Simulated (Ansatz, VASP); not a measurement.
**BN: VASP beside Ansatz**

INCAR

```
SYSTEM = BN
  ALGO = Normal
  EDIFF = 1E-7
  EDIFFG = -0.005
  ENCUT = 600
  GGA = PS
  IBRION = 2
  ISIF = 3
  ISMEAR = 0
  LASPH = .TRUE.
  LCHARG = .FALSE.
  LREAL = .FALSE.
  LWAVE = .FALSE.
  NELM = 60
  NSW = 100
  PREC = Accurate
  SIGMA = 0.02
```

File KPOINTS:

```
k-points
0
G
  12 12 4
  0 0 0
```

POSCAR

```
BN
1.0
    2.5043313854      0.0000000000      0.0000000000
   -1.2521656927      2.1688145992      0.0000000000
    0.0000000000      0.0000000000      7.0727237489
B N
2 2
Direct
    0.3333333333      0.6666666667      0.2500000000
    0.6666666667      0.3333333333      0.7500000000
    0.3333333333      0.6666666667      0.7500000000
    0.6666666667      0.3333333333      0.2500000000
```

Input for Ansatz:

```yaml
crystal:
  lattice:
    - [2.5043313854, 0.0, 0.0]
    - [-1.2521656927, 2.1688145992, 0.0]
    - [0.0, 0.0, 7.0727237489]
  atoms:
    - { symbol: B, position: [0.3333333333, 0.6666666667, 0.25] }
    - { symbol: B, position: [0.6666666667, 0.3333333333, 0.75] }
    - { symbol: "N", position: [0.3333333333, 0.6666666667, 0.75] }
    - { symbol: "N", position: [0.6666666667, 0.3333333333, 0.25] }
basis:
  ecutwfc: 420
kpoints:
  mp_grid: { grid: [12, 12, 4] }
hamiltonian:
  xc: pbesol
scf:
  occupations: { method: gaussian, width: 0.02 }
output:
  forces: true
  stress: true
  eigenvalues: true
relax:
  adjacent_minimum: "off"
  f_tol: 0.005
  max_steps: 80
  cell: { stress_tol: 0.05 }
```

The cell is a database's computed one.

Alike in both runs: task relaxation of cell and atoms; functional PBEsol; k mesh 12 × 12 × 4; occupations gaussian, width 0.02 eV; no spin polarisation.

|  | VASP | Ansatz |
| --- | --- | --- |
| version | VASP 6.6.1 | Ansatz 0.2.0 |
| potentials or method | VASP PAW PBE potentials, release 64 (B, N) | scalar-relativistic, plane waves, PAW |
| plane-wave cutoff (eV) | 600 | 420 |
| valence electrons in the cell | 16 | 16 |

|  | VASP | Ansatz | Ansatz less VASP |
| --- | --- | --- | --- |
| gap on the k mesh at the Fermi level, each at its own relaxed structure (eV) | 4.22 | 4.28 | +0.058 |
| relaxed volume (Å³/atom) | 9.35 | 9.60 | +0.257 |
| relaxed cell length with the largest relative difference (Å) | 6.880 | 7.073 | +0.1930 |

Caveats: the PAW data sets were made with another functional, which shifts forces and pressure a little (VASP); this functional lacks dispersion, which binds the layers, so the pressure and a relaxed spacing across them are unreliable. A k mesh can miss the band edges.
